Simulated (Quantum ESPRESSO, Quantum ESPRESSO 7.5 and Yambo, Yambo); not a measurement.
## A GW chain in Yambo: BAs (F-43m)

Wanted: ground state, empty states, screening and self-energy for BAs (F-43m).

Main program and level: Quantum ESPRESSO 7.5 and Yambo 5.3.0; PBE and many-body steps on it, plane waves.

**What was measured.**

- Gap 2.02 eV: indirect gap from square root of absorption coefficient, average of three samples; transmission and reflection spectroscopy; 300 K; bulk crystal (CVT-grown platelets about 10 um thick) (“Optical properties of cubic boron arsenide”, 2019, arxiv:1911.04914).

- Gap 4.12 eV: direct gap from square of absorption coefficient, average of two samples; spectroscopic ellipsometry; 300 K; bulk crystal (CVT-grown opaque bulk crystals) (“Optical properties of cubic boron arsenide”, 2019, arxiv:1911.04914).

- Gap 1.82 eV: indirect gap from Tauc plot of optical absorption; UV-visible absorption, indirect Tauc plot; 300 K; bulk crystal (three thin as-grown single crystals with the same absorption edge) (“Photoluminescence mapping and time-domain thermo-photoluminescence for rapid imaging and measurement of thermal conductivity of boron arsenide”, 2019, arxiv:1910.07149).

## 1. The starting structure

Symmetry: F-43m, No. 216, cubic system. The conventional cell has a = 4.777 Å, b = 4.777 Å, c = 4.777 Å, α = 90.00°, β = 90.00°, γ = 90.00°. Nearest to B lie 4 As at 2.07 Å. Nearest to As lie 4 B at 2.07 Å. Farther neighbours are not listed.

The cell and positions come from the Crystallography Open Database and are kept as given unless a step says otherwise.

## 2. Ground state

This step: Quantum ESPRESSO 7.5; DFT, PBE, plane waves, norm-conserving pseudopotentials.

The ground-state density comes first.

The input, pw.in:

```
&control
  calculation = 'scf'
  prefix = 'x'
  outdir = 'o'
  pseudo_dir = 'pseudo'
/
&system
  ibrav = 0
  nat = 2
  ntyp = 2
  ecutwfc = 76.0
  nbnd = 14
  force_symmorphic = .true.
/
&electrons
  conv_thr = 1e-10
  electron_maxstep = 80
  mixing_beta = 0.5
/
ATOMIC_SPECIES
  B 10.81 B.upf
  As 74.922 As.upf
CELL_PARAMETERS angstrom
  -0.0000000000 2.3885000000 2.3885000000
  2.3885000000 -0.0000000000 2.3885000000
  2.3885000000 2.3885000000 -0.0000000000
ATOMIC_POSITIONS crystal
  B 0.0000000000 0.0000000000 0.0000000000
  As 0.2500000000 0.2500000000 0.2500000000
K_POINTS automatic
  8 8 8 0 0 0
```

Command:

```console
$ OMP_NUM_THREADS=1 mpirun -n 4 pw.x -nk 4 -in pw.in > pw.out
```

What it wrote:

```text
Program PWSCF v.7.5 starts

     This program is part of the open-source Quantum ESPRESSO suite
     for quantum simulation of materials; please cite
         "P. Giannozzi et al., J. Phys.:Condens. Matter 21 395502 (2009);
         "P. Giannozzi et al., J. Phys.:Condens. Matter 29 465901 (2017);
         "P. Giannozzi et al., J. Chem. Phys. 152 154105 (2020);
     in publications or presentations arising from this work. More details at
     Message from routine setup:
     using ibrav=0 with symmetry is DISCOURAGED, use correct ibrav instead

     G-vector sticks info

     bravais-lattice index     =            0
     lattice parameter (alat)  =       6.3832  a.u.
     unit-cell volume          =     183.9087 (a.u.)^3
     number of atoms/cell      =            2
     number of atomic types    =            2
     number of electrons       =        18.00
     number of Kohn-Sham states=           14
     kinetic-energy cutoff     =      76.0000  Ry
     charge density cutoff     =     304.0000  Ry
     scf convergence threshold =      1.0E-10
     mixing beta               =       0.5000
     number of iterations used =            8  plain     mixing
     Exchange-correlation= PBE
                           (   1   4   3   4   0   0   0)

     celldm(1)=   6.383210  celldm(2)=   0.000000  celldm(3)=   0.000000
     celldm(4)=   0.000000  celldm(5)=   0.000000  celldm(6)=   0.000000

     crystal axes: (cart. coord. in units of alat)
               a(1) = (  -0.000000   0.707107   0.707107 )
               a(2) = (   0.707107  -0.000000   0.707107 )
               a(3) = (   0.707107   0.707107  -0.000000 )

     reciprocal axes: (cart. coord. in units 2 pi/alat)
               b(1) = ( -0.707107  0.707107  0.707107 )
               b(2) = (  0.707107 -0.707107  0.707107 )
               b(3) = (  0.707107  0.707107 -0.707107 )
     Pseudo is Norm-conserving + core correction, Zval =  3.0
     Generated using ONCVPSP code by D. R. Hamann
     Using radial grid of 1534 points,  4 beta functions with:
     Pseudo is Norm-conserving + core correction, Zval = 15.0
     Generated using ONCVPSP code by D. R. Hamann
     Using radial grid of 1358 points,  6 beta functions with:
     B                 3.00    10.81000     B ( 1.00)
     As               15.00    74.92200     As( 1.00)

     24 Sym. Ops. (no inversion) found

   Cartesian axes

     site n.     atom                  positions (alat units)
         1        B      tau(   1) = (   0.0000000   0.0000000   0.0000000  )
         2        As     tau(   2) = (   0.3535534   0.3535534   0.3535534  )

     number of k points=    29
                       cart. coord. in units 2pi/alat
        k(    1) = (   0.0000000   0.0000000   0.0000000), wk =   0.0039062
        k(    2) = (   0.0883883   0.0883883  -0.0883883), wk =   0.0312500
        k(    3) = (   0.1767767   0.1767767  -0.1767767), wk =   0.0312500
        k(    4) = (   0.2651650   0.2651650  -0.2651650), wk =   0.0312500
        k(    5) = (  -0.3535534  -0.3535534   0.3535534), wk =   0.0156250
        k(    6) = (   0.1767767   0.0000000   0.0000000), wk =   0.0234375
        k(    7) = (   0.2651650   0.0883883  -0.0883883), wk =   0.0937500
        k(    8) = (   0.3535534   0.1767767  -0.1767767), wk =   0.0937500
        k(    9) = (  -0.2651650  -0.4419417   0.4419417), wk =   0.0937500
        k(   10) = (  -0.1767767  -0.3535534   0.3535534), wk =   0.0937500
     [... 17 further rows ...]
        k(   28) = (  -0.7071068   0.1767767  -0.0000000), wk =   0.0468750
        k(   29) = (  -0.7071068   0.3535534   0.0000000), wk =   0.0234375

     Dense  grid:    16457 G-vectors     FFT dimensions: (  36,  36,  36)

     Initial potential from superposition of free atoms

     starting charge      17.9995, renormalised to      18.0000
     Starting wfcs are   13 randomized atomic wfcs +    1 random wfcs

     per-process dynamical memory:    17.6 Mb

     Self-consistent Calculation

     iteration #  1     ecut=    76.00 Ry     beta= 0.50

     Threshold (ethr) on eigenvalues was too large:
     Diagonalizing with lowered threshold

     total energy              =    -217.98944707 Ry
     estimated scf accuracy    <       0.15333376 Ry

     iteration #  2     ecut=    76.00 Ry     beta= 0.50

     total energy              =    -218.01717716 Ry
     estimated scf accuracy    <       0.01081892 Ry

     iteration #  3     ecut=    76.00 Ry     beta= 0.50

     total energy              =    -218.01796640 Ry
     estimated scf accuracy    <       0.00168902 Ry

     iteration #  4     ecut=    76.00 Ry     beta= 0.50

     total energy              =    -218.01805485 Ry
     estimated scf accuracy    <       0.00003146 Ry

     iteration #  5     ecut=    76.00 Ry     beta= 0.50

     total energy              =    -218.01806231 Ry
     estimated scf accuracy    <       0.00000367 Ry

     iteration #  6     ecut=    76.00 Ry     beta= 0.50

     total energy              =    -218.01806295 Ry
     estimated scf accuracy    <       0.00000015 Ry

     iteration #  7     ecut=    76.00 Ry     beta= 0.50

     total energy              =    -218.01806298 Ry
     estimated scf accuracy    <       0.00000002 Ry

     iteration #  8     ecut=    76.00 Ry     beta= 0.50

     total energy              =    -218.01806299 Ry
     estimated scf accuracy    <          2.4E-09 Ry

     iteration #  9     ecut=    76.00 Ry     beta= 0.50

     End of self-consistent calculation

          k = 0.0000 0.0000 0.0000 (  2085 PWs)   bands (ev):

   -24.5718 -24.5718 -24.5718 -24.5524 -24.5524  -4.0540  11.3431  11.3431
    11.3431  14.6353  14.6353  14.6353  16.0307  20.9518

          k = 0.0884 0.0884-0.0884 (  2055 PWs)   bands (ev):

   -24.5707 -24.5703 -24.5703 -24.5520 -24.5520  -3.7982   9.3822  10.9063
    10.9063  14.7491  15.2123  15.2123  17.3126  21.8945

          k = 0.1768 0.1768-0.1768 (  2060 PWs)   bands (ev):

   -24.5699 -24.5680 -24.5680 -24.5513 -24.5513  -3.0534   6.4120  10.1970
    10.1970  14.4197  16.0141  16.0141  19.2641  22.6749

          k = 0.2652 0.2652-0.2652 (  2045 PWs)   bands (ev):

     [... further k-points ...]

     highest occupied, lowest unoccupied level (ev):    11.3431   12.5523

!    total energy              =    -218.01806299 Ry
     estimated scf accuracy    <          7.7E-11 Ry

     The total energy is the sum of the following terms:
     one-electron contribution =    -102.12896417 Ry
     hartree contribution      =      60.97026859 Ry
     xc contribution           =     -50.01724466 Ry
     ewald contribution        =    -126.84212275 Ry

     convergence has been achieved in   9 iterations

     XML data file, charge density, pseudopotentials, collected wavefunctions

=------------------------------------------------------------------------------=
   JOB DONE.
=------------------------------------------------------------------------------=
```

Elapsed: 4.6 s, on 4 MPI ranks of Arm Neoverse V1, shared host; peak memory 0.21 GiB; 18 s of CPU time.

This step gave:

| Property | Result |
| --- | --- |
| total energy | -2966.2869 eV |
| gap | 1.209 eV |
| k of the valence top | 0, 0, 0 |
| k of the conduction bottom | 0, 0.375, 0.375 |
| least direct gap | 3.292 eV |

The gap is indirect, with the least direct gap 2.08 eV higher.

## 3. Bands along the symmetry lines

The cheap functional maps the bands first; the places of the edges decide which points the dearer methods must see.

The input, pw.in:

```
&control
  calculation = 'bands'
  prefix = 'x'
  outdir = 'o'
  pseudo_dir = 'pseudo'
/
&system
  ibrav = 0
  nat = 2
  ntyp = 2
  ecutwfc = 76.0
  nbnd = 15
  force_symmorphic = .true.
/
&electrons
  conv_thr = 1e-9
  electron_maxstep = 80
  diago_full_acc = .true.
  diago_thr_init = 5e-6
/
ATOMIC_SPECIES
  B 10.81 B.upf
  As 74.922 As.upf
CELL_PARAMETERS angstrom
  -0.0000000000 2.3885000000 2.3885000000
  2.3885000000 -0.0000000000 2.3885000000
  2.3885000000 2.3885000000 -0.0000000000
ATOMIC_POSITIONS crystal
  B 0.0000000000 0.0000000000 0.0000000000
  As 0.2500000000 0.2500000000 0.2500000000
K_POINTS crystal
  50
  0.00000000 0.00000000 0.00000000 1
  -0.06250000 -0.06250000 0.00000000 1
  -0.12500000 -0.12500000 0.00000000 1
  -0.18750000 -0.18750000 0.00000000 1
  -0.25000000 -0.25000000 0.00000000 1
  -0.31250000 -0.31250000 0.00000000 1
  -0.37500000 -0.37500000 0.00000000 1
  -0.43750000 -0.43750000 0.00000000 1
  -0.50000000 -0.50000000 0.00000000 1
  -0.48437500 -0.48437500 0.03125000 1
  -0.46875000 -0.46875000 0.06250000 1
  -0.45312500 -0.45312500 0.09375000 1
  -0.43750000 -0.43750000 0.12500000 1
  -0.42187500 -0.42187500 0.15625000 1
  -0.40625000 -0.40625000 0.18750000 1
  -0.39062500 -0.39062500 0.21875000 1
  -0.37500000 -0.37500000 0.25000000 1
  -0.37500000 0.00000000 0.37500000 1
  -0.32812500 0.00000000 0.32812500 1
  -0.28125000 0.00000000 0.28125000 1
  -0.23437500 0.00000000 0.23437500 1
  -0.18750000 0.00000000 0.18750000 1
  -0.14062500 0.00000000 0.14062500 1
  -0.09375000 0.00000000 0.09375000 1
  -0.04687500 0.00000000 0.04687500 1
  0.00000000 0.00000000 0.00000000 1
  0.00000000 0.00000000 0.06250000 1
  0.00000000 0.00000000 0.12500000 1
  0.00000000 0.00000000 0.18750000 1
  0.00000000 0.00000000 0.25000000 1
  0.00000000 0.00000000 0.31250000 1
  0.00000000 0.00000000 0.37500000 1
  0.00000000 0.00000000 0.43750000 1
  -0.00000000 -0.00000000 0.50000000 1
  -0.06250000 -0.03125000 0.46875000 1
  -0.12500000 -0.06250000 0.43750000 1
  -0.18750000 -0.09375000 0.40625000 1
  -0.25000000 -0.12500000 0.37500000 1
  -0.31250000 -0.15625000 0.34375000 1
  -0.37500000 -0.18750000 0.31250000 1
  -0.43750000 -0.21875000 0.28125000 1
  -0.50000000 -0.25000000 0.25000000 1
  -0.50000000 -0.28125000 0.21875000 1
  -0.50000000 -0.31250000 0.18750000 1
  -0.50000000 -0.34375000 0.15625000 1
  -0.50000000 -0.37500000 0.12500000 1
  -0.50000000 -0.40625000 0.09375000 1
  -0.50000000 -0.43750000 0.06250000 1
  -0.50000000 -0.46875000 0.03125000 1
  -0.50000000 -0.50000000 0.00000000 1
```

What it wrote:

```text
[banner, memory and clock lines left out]
Program PWSCF v.7.5 starts

     Atomic positions and unit cell read from directory:
     o/x.save/

     Message from routine setup:
     using ibrav=0 with symmetry is DISCOURAGED, use correct ibrav instead

     G-vector sticks info

     bravais-lattice index     =            0
     lattice parameter (alat)  =       6.3832  a.u.
     unit-cell volume          =     183.9087 (a.u.)^3
     number of atoms/cell      =            2
     number of atomic types    =            2
     number of electrons       =        18.00
     number of Kohn-Sham states=           15
     kinetic-energy cutoff     =      76.0000  Ry
     charge density cutoff     =     304.0000  Ry
     Exchange-correlation= PBE
                           (   1   4   3   4   0   0   0)

     celldm(1)=   6.383210  celldm(2)=   0.000000  celldm(3)=   0.000000
     celldm(4)=   0.000000  celldm(5)=   0.000000  celldm(6)=   0.000000

     crystal axes: (cart. coord. in units of alat)
               a(1) = (  -0.000000   0.707107   0.707107 )
               a(2) = (   0.707107  -0.000000   0.707107 )
               a(3) = (   0.707107   0.707107  -0.000000 )

     reciprocal axes: (cart. coord. in units 2 pi/alat)
               b(1) = ( -0.707107  0.707107  0.707107 )
               b(2) = (  0.707107 -0.707107  0.707107 )
               b(3) = (  0.707107  0.707107 -0.707107 )
     Pseudo is Norm-conserving + core correction, Zval =  3.0
     Generated using ONCVPSP code by D. R. Hamann
     Using radial grid of 1534 points,  4 beta functions with:
     Pseudo is Norm-conserving + core correction, Zval = 15.0
     Generated using ONCVPSP code by D. R. Hamann
     Using radial grid of 1358 points,  6 beta functions with:
     B                 3.00    10.81000     B ( 1.00)
     As               15.00    74.92200     As( 1.00)

     24 Sym. Ops. (no inversion) found

   Cartesian axes

     site n.     atom                  positions (alat units)
         1        B      tau(   1) = (   0.0000000   0.0000000   0.0000000  )
         2        As     tau(   2) = (   0.3535534   0.3535534   0.3535534  )

     number of k points=    50
                       cart. coord. in units 2pi/alat
        k(    1) = (   0.0000000   0.0000000   0.0000000), wk =   0.0400000
        k(    2) = (   0.0000000   0.0000000  -0.0883883), wk =   0.0400000
        k(    3) = (   0.0000000   0.0000000  -0.1767767), wk =   0.0400000
[...]
[... 38 further rows ...]
        k(   49) = (   0.0441942  -0.0000000  -0.7071068), wk =   0.0400000
        k(   50) = (   0.0000000   0.0000000  -0.7071068), wk =   0.0400000

     Dense  grid:    16457 G-vectors     FFT dimensions: (  36,  36,  36)

     The potential is recalculated from file :
     o/x.save/charge-density

     Starting wfcs are   13 randomized atomic wfcs +    2 random wfcs

     Band Structure Calculation

     End of band structure calculation

          k = 0.0000 0.0000 0.0000 (  2085 PWs)   bands (ev):

   -24.5717 -24.5717 -24.5717 -24.5522 -24.5522  -4.0540  11.3431  11.3431
    11.3431  14.6353  14.6353  14.6353  16.0308  20.9518  24.5117

          k = 0.0000 0.0000-0.0884 (  2069 PWs)   bands (ev):

   -24.5718 -24.5708 -24.5708 -24.5521 -24.5520  -3.9684  10.9155  10.9621
    10.9621  14.3993  15.1107  15.1107  16.4160  21.3045  23.0942

          k = 0.0000 0.0000-0.1768 (  2037 PWs)   bands (ev):

   -24.5720 -24.5686 -24.5686 -24.5525 -24.5510  -3.7125   9.8951  10.1849
    10.1849  13.9367  16.1661  16.1661  16.9852  21.5696  22.2617

          k =-0.0000 0.0000-0.2652 (  2045 PWs)   bands (ev):

[...]
k = 0.0000 0.0000-0.3536 (  2045 PWs)   bands (ev):

[...]
k = 0.0000-0.0000-0.4419 (  2048 PWs)   bands (ev):

[...]
k =-0.0000 0.0000-0.5303 (  2068 PWs)   bands (ev):

[...]
k = 0.0000-0.0000-0.6187 (  2064 PWs)   bands (ev):

[...]
k = 0.5303-0.0000-0.5303 (  2065 PWs)   bands (ev):

[...]
k = 0.0000 0.0000 0.0000 (  2085 PWs)   bands (ev):

[...]
k = 0.1326 0.0000-0.7071 (  2060 PWs)   bands (ev):

[...]
k = 0.0884-0.0000-0.7071 (  2062 PWs)   bands (ev):

[...]
k = 0.0442-0.0000-0.7071 (  2058 PWs)   bands (ev):

   -24.5762 -24.5577 -24.5556 -24.5552 -24.5460   0.1298   2.8434   7.2094
     7.2170  12.9034  12.9141  22.6186  22.6701  24.1744  28.3235

          k = 0.0000 0.0000-0.7071 (  2044 PWs)   bands (ev):

   -24.5764 -24.5577 -24.5552 -24.5552 -24.5455   0.1241   2.8295   7.2706
     7.2706  12.7976  12.8019  22.7351  22.7351  24.2349  28.6110

     XML data file, pseudopotentials, collected wavefunctions
```

The job ended after 2.7 s (4 MPI ranks; peak memory 0.18 GiB).

Numbers from this step:

```
gap                        : 1.209 eV
k of the valence top       : 0, 0, 0
k of the conduction bottom : -0.375, -0.375, 0
least direct gap           : 3.292 eV
```

The gap is 1.209 eV, as in the run before at this level.

Electronic bands along the path, in eV, zero at the top of the highest filled band:

```csv
point,band 6,band 7,band 8,band 9,band 10,band 11,band 12,band 13
Γ,-15.40,0.00,0.00,0.00,3.29,3.29,3.29,4.69
halfway,-14.05,-4.10,-2.70,-2.70,1.67,4.55,7.42,7.42
X,-11.22,-8.51,-4.07,-4.07,1.45,1.46,11.39,11.39
halfway,-11.19,-8.41,-4.90,-3.92,1.61,2.81,10.72,10.82
U,-11.26,-8.13,-5.94,-3.48,2.06,5.57,9.24,9.78
jump to K,-11.26,-8.13,-5.94,-3.48,2.06,5.57,9.24,9.78
halfway,-13.91,-5.13,-3.78,-1.13,3.99,4.92,5.80,7.02
Γ,-15.40,0.00,0.00,0.00,3.29,3.29,3.29,4.69
halfway,-14.40,-4.93,-1.15,-1.15,3.08,4.67,4.67,7.92
L,-12.53,-8.77,-1.82,-1.82,2.70,4.81,4.81,8.91
halfway,-11.96,-8.28,-4.55,-3.07,3.99,4.79,7.48,9.06
W,-11.06,-8.05,-5.48,-5.18,5.28,5.95,6.83,7.06
halfway,-11.14,-8.31,-4.81,-4.69,2.91,3.02,9.72,10.01
X,-11.22,-8.51,-4.07,-4.07,1.45,1.46,11.39,11.39
```

The electronic bands as a text plot (rows in eV, shown from -8.0 to 7.2 only):

```
    6.9 |                   +++++++        +            +++
    6.3 |    +                     ++    ++          +   ++
    5.6 |  +++            +   +++                   +   +  +
    5.0 |++++            +      +++  ++++    +++++++  ++ +++
    4.4 |     ++                 ++++      ++       ++ ++   +
    3.7 | +     ++      +     ++++++++  +++          ++
    3.1 |++            +    ++       +++ +++++++  +++        +
    2.5 |  ++     +        +                    ++            +
    1.8 |    +++   ++ +++++                                    ++
    1.2 |       +++++++
    0.6 |
   -0.1 |**                        ******
   -0.7 | *                      **  *  ****
   -1.3 |  **                   *  **       ****
   -2.0 |    *                **   **    **     *****
   -2.6 |    ***            **   **                 **
   -3.2 |       **        **               *          *
   -3.9 |     **  ********      ***                  * *        *
   -4.5 |             *       **                      * **   ***
   -5.1 |              **       *           *          *  ***
   -5.8 |       **       *****                          ***
   -6.4 |                     **             **
   -7.0 |         *         **
   -7.7 |          **      *                   *        *
         Γ           X  U|K            Γ         L        W     X
```

(Continued in part 2 of 3.)

[Paths, hosts, dates, memory and timing lines, banners, echoed tables and standing remarks are left out of the program output.]

[Logs are printed without paths, hosts, clocks, repeated set-up lines and the standing remarks that a program may print on its own settings, such as how far it seeks lower states.]

[Runs of the session that timed out or met a known fault of the program may be left out.]

[Hosts, paths, dates, database ids (printed as entryN), source tags and the programs' standing remarks are cut or masked in the printed files.]
